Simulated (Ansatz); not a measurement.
Ta (simple cubic): energy against volume

All numbers below come from Ansatz, DFT, RPBE, plane waves (420 eV) with PAW, scalar-relativistic. The PAW files were generated under PBE, with cores re-solved for the functional.

The cell is scaled uniformly from the relaxed one, with fractional coordinates and shape fixed. Energies are extrapolated to zero smearing, pressures are those at the given smearing. Magnetic state: spin not included.

A Birch-Murnaghan fit gives V₀ = 21.00 Å³/atom, B₀ = 137 GPa, B₀′ = 3.9.

Problem. What are the energy above the minimum and the pressure at 21.870 Å³/atom?

Solution. 14.5 meV/atom and -4.92 GPa as computed.

Problem. What are the energy above the minimum and the pressure at 22.711 Å³/atom?

Solution. 52.5 meV/atom and -8.97 GPa as computed.

Problem. What are the energy above the minimum and the pressure at 23.552 Å³/atom?

Solution. 109.9 meV/atom and -12.31 GPa as computed.
